With spin-orbit coupling, PBE gives lead sulfide a band gap of only 0.060 eV. A program prints the size of a gap, and a size has no sign. The crystal here is galena, stretched by about 0.3 % from its cubic form. The state that normally forms the bottom of the empty band might still lie just above the one that normally forms the top of the filled band, or the two might have changed places. The gap of plain PBE, without spin-orbit coupling, bears on that question, and the other levels of theory allow it to be estimated.

PbS, 4 atoms in the cell, built as measured structure, space group I4/mmm (139), conventional a = 4.199, c = 5.955 Å, 26.24 Å³ an atom. Band gap at fixed atoms by several levels of theory, each on its own k mesh. Ansatz 0.2.0, plane-wave PAW, no spin polarisation, cell relaxed with r2SCAN+rVV10.

| level of theory | band gap (eV) | least direct gap (eV) |
| --- | --- | --- |
| PBE | ? | ? |
| r2SCAN | 0.630 | 0.630 |
| HSE06 | 0.816 | 0.816 |
| PBE+SOC | 0.060 | 0.060 |
| PBE0 | 1.421 | 1.421 |
| LDA | 0.247 | 0.247 |
| DDH-PBE0 | 0.611 | 0.611 |
| HSE06+SOC | 0.331 | 0.331 |
| r2SCAN0 | 1.609 | 1.609 |
| Hartree-Fock | 5.326 | 5.326 |
| G0W0/PBE 120eV | 0.520 | n/a |

**r2SCAN and HSE06.** Like plain PBE, these two levels leave out spin-orbit coupling. r2SCAN computes exchange from local properties of the electrons: the density, its gradient and the kinetic energy density. HSE06 starts from PBE and replaces a quarter of its exchange by exact exchange, but only at short distance. Exact exchange lowers filled states relative to empty ones and so widens the gap. PBE should therefore lie below the 0.816 eV of HSE06, though this row alone does not tell how far.

**PBE+SOC.** Spin-orbit coupling (SOC) is strong in lead because its electrons move fast near a heavy nucleus. The lowest empty states of galena consist largely of lead 6p orbitals. The coupling mixes these states with one another and pushes the lowest of them down, towards the filled states. HSE06 was computed both ways and shows the size of the effect: its gap falls by 0.485 eV.

If PBE loses the same amount, its gap before the coupling follows at once, but in two versions. With the edges in normal order it is $0.060+0.485=0.545$ eV. With the edges exchanged, the coupling has carried the empty state through zero and out on the other side, so the gap before was $0.485-0.060=0.425$ eV.

Such a crossing is possible in this crystal. The band edges of galena are known to lie at the point L of the cubic Brillouin zone, where the two states have opposite parity. Spin-orbit coupling does not mix states of opposite parity, so nothing keeps them apart as they approach. Choosing between the two versions takes an estimate of the PBE gap that avoids spin-orbit coupling.

**PBE0 and r2SCAN0.** These two rows supply it. Each keeps three quarters of the exchange of its parent, PBE or r2SCAN, and adds a quarter of exact exchange at all distances. Suppose that the gap changes in proportion to the exact exchange added, and that both families would reach the same gap $X$ at full exact exchange. Then, for either family,

$$E_{\text{hybrid}}=0.75\,E_{\text{parent}}+0.25\,X .$$

Subtracting one family from the other removes $X$. What remains is that the hybrids differ by three quarters of the difference between their parents. With the known gaps this gives

$$E_{\text{PBE}}=0.630+\frac{1.421-1.609}{0.75}=0.379\ \text{eV}.$$

A simpler assumption, that both parents gain equally on the way to their hybrids, gives 0.442 eV. Both values lie closer to the exchanged order than to the normal one.

**LDA and Hartree-Fock.** LDA uses the density alone, and the gradient correction in PBE usually widens the gap a little at fixed atoms. That makes the 0.247 eV of LDA a plausible lower neighbour. Hartree-Fock looks like a ready-made value for $X$, but r2SCAN0 shows that it is a poor one. A straight line from r2SCAN to Hartree-Fock puts r2SCAN0 0.195 eV too high. Hartree-Fock drops correlation as well as changing exchange, so it is not the end point of either family.

**G0W0.** The last row adds to the PBE gap a correction for the way in which the other electrons screen an added electron or hole. In ordinary semiconductors this correction widens the gap. A PBE gap of 0.545 eV would already exceed the G0W0 result of 0.520 eV, so the correction would have to narrow it. This is a further argument against the normal order with the full HSE06 shift, though a soft one, because the G0W0 value stops short of its basis limit.

The forecast for PBE is the mean of 0.379 and 0.425 eV: a gap of **0.40 eV, with a range of 0.32 to 0.48 eV**. The gap should be direct, and it should lie above LDA and below r2SCAN. The range is a judgement. It allows for a response to exact exchange that is not quite proportional, and for the different k meshes of the rows.

The withheld rows as computed:

| level of theory | band gap (eV) | least direct gap (eV) |
| --- | --- | --- |
| PBE | 0.375 | 0.375 |

The computed gap is 0.375 eV. It is direct and lies between LDA and r2SCAN. The forecast was 0.03 eV too high, well inside its range. Neither of the two estimates behind it used the PBE row, and the printed output lists the miss of each.

The exchange estimate came within 0.01 eV, which is closer than its assumptions deserve, since the equal-gain version missed by 0.07 eV. The shared end point assumed in the model would account for the difference. PBE gains 1.046 eV on the way to PBE0, while r2SCAN gains 0.979 eV on the way to r2SCAN0. The parent that starts lower has further to go to a common end point, and so it gains more from the same quarter of exact exchange.

The revealed row also shows where that gain comes from. The step from PBE to HSE06, which adds exact exchange at short distance only, is worth 0.441 eV. Extending it to all distances, as PBE0 does, adds another $1.421-0.816=0.605$ eV. More than half of the widening therefore comes from the long-range part, though the exact split may depend on the k mesh, which is the same for HSE06 and PBE0 but different for PBE. In galena the other electrons screen that part strongly, whereas PBE0 keeps the same quarter of exact exchange in every material.

DDH-PBE0 is built to respond to this, because it ties the share of exact exchange to the screening of the material. Its gap lies $0.611-0.375=0.236$ eV above PBE, a little under a quarter of the full step to PBE0. If the gap grows in proportion, that corresponds to about 6 % exact exchange instead of 25 %. The same reasoning carries over to neighbouring cases: the more strongly a semiconductor screens, the more a fixed quarter of long-range exchange tends to overshoot.

The spin-orbit estimate did less well. Even with the edges exchanged it was 0.05 eV too high, and with the normal order it was 0.17 eV too high. Put the other way round, PBE loses 0.435 eV to the coupling if the edges have changed places and 0.315 eV if they have not. HSE06 loses 0.485 eV. The exchanged order thus asks for a shift about a tenth smaller than in HSE06, the normal order for one about a third smaller.

Why the shift should be smaller in PBE at all is open to conjecture. The two functionals may place different amounts of lead 6p character in the edge states, and the k mesh may contribute through the HSE06 runs, since the two PBE runs share one mesh.

For practical use, the size of the coupling matters more than the choice among several of the functionals. r2SCAN, DDH-PBE0 and G0W0 all give gaps between 0.5 and 0.65 eV without it, which looks reasonable for an infrared material. A shift like that of HSE06 would remove most of each. HSE06 with the coupling keeps 0.331 eV, near the measured low-temperature gap of very roughly 0.3 eV. A result without the coupling that happens to fall near experiment owes this to two errors that offset each other.

The sign of the PBE+SOC gap remains undecided. The numbers favour exchanged edges, but they do so by borrowing a shift from another functional. With exchanged edges, moreover, the true minimum of the gap may lie between the sampled k points and be smaller than 0.060 eV. The parities of the two edge states at L, computed with PBE and spin-orbit coupling, would settle it. If they are exchanged, compressing the crystal, which normally narrows the gap of galena, would at first make the printed PBE+SOC gap grow.

Printed output of the fit:

```
drop of the HSE06 gap by spin-orbit coupling, eV: 0.485
rise from r2SCAN to r2SCAN0, eV: 0.979
r2SCAN0 gap from a straight line between r2SCAN and Hartree-Fock, eV: 1.804
overshoot of that line at r2SCAN0, eV: 0.195
PBE gap from the same line through PBE0 and Hartree-Fock, eV: 0.1193
PBE gap by the exchange route with a shared end point, eV: 0.3793
PBE gap by the exchange route with equal steps, eV: 0.442
PBE gap by the spin-orbit route with normal order, eV: 0.545
PBE gap by the spin-orbit route with inverted order, eV: 0.425
forecast of the PBE gap, eV: 0.4022
lower end of the forecast range, eV: 0.3222
upper end of the forecast range, eV: 0.4822
computed PBE gap, eV: 0.375
computed PBE least direct gap, eV: 0.375
miss of the forecast, prediction less computed, eV: 0.02717
miss of the exchange route with a shared end point, eV: 0.004333
miss of the exchange route with equal steps, eV: 0.067
miss of the spin-orbit route with normal order, eV: 0.17
miss of the spin-orbit route with inverted order, eV: 0.05
miss of the Hartree-Fock line, eV: -0.2557
spin-orbit drop in PBE if the order stays normal, eV: 0.315
spin-orbit drop in PBE if the order is inverted, eV: 0.435
rise from PBE to PBE0, eV: 1.046
rise from PBE to HSE06, eV: 0.441
G0W0 gap less PBE gap, eV: 0.145
PBE gap less LDA gap, eV: 0.128
```
